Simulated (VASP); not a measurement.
The system is Ti.

```
CELL_PARAMETERS angstrom
-1.64100 1.64100 1.64100
1.64100 -1.64100 1.64100
1.64100 1.64100 -1.64100
ATOMIC_POSITIONS crystal
Ti 0.00000 0.00000 0.00000
```

This isn't the form of Ti at room conditions, which is hcp.

```yaml
Program: VASP 6.6.1
Task: relaxation of cell and atoms
Functional: PBEsol
Potentials_or_basis: VASP PAW PBE potentials, release 64 (Ti_sv)
Cutoff: 600 eV
k_mesh: 10 × 10 × 10
Occupations: fermi-dirac, width 0.05 eV
Spin: no spin polarisation
```

At the start: pressure -6.9 GPa; volume 17.68 Å³/atom.

Task: How do energy, volume and symmetry change on relaxing?

Result: Over 3 steps the energy falls by 26.8 meV/atom and the volume is 16.49 Å³/atom (-6.7 %); space group Im-3m (No. 229, to 0.05 Å).

Step by step:
| step | energy change (eV) | largest force (eV/Å) | pressure (GPa) | volume (Å³) |
| --- | --- | --- | --- | --- |
| 1 | 0.0000 | 0.0000 | -6.86 | 17.68 |
| 2 | -0.0164 | 0.0000 | 5.06 | 15.81 |
| 3 | -0.0268 | 0.0000 | 0.02 | 16.49 |

Final structure:
```
CELL_PARAMETERS angstrom
-1.60348 1.60348 1.60348
1.60348 -1.60348 1.60348
1.60348 1.60348 -1.60348
ATOMIC_POSITIONS crystal
Ti 0.00000 0.00000 0.00000
```

Caveat: the PAW data sets were made with another functional, which shifts forces and pressure a little.
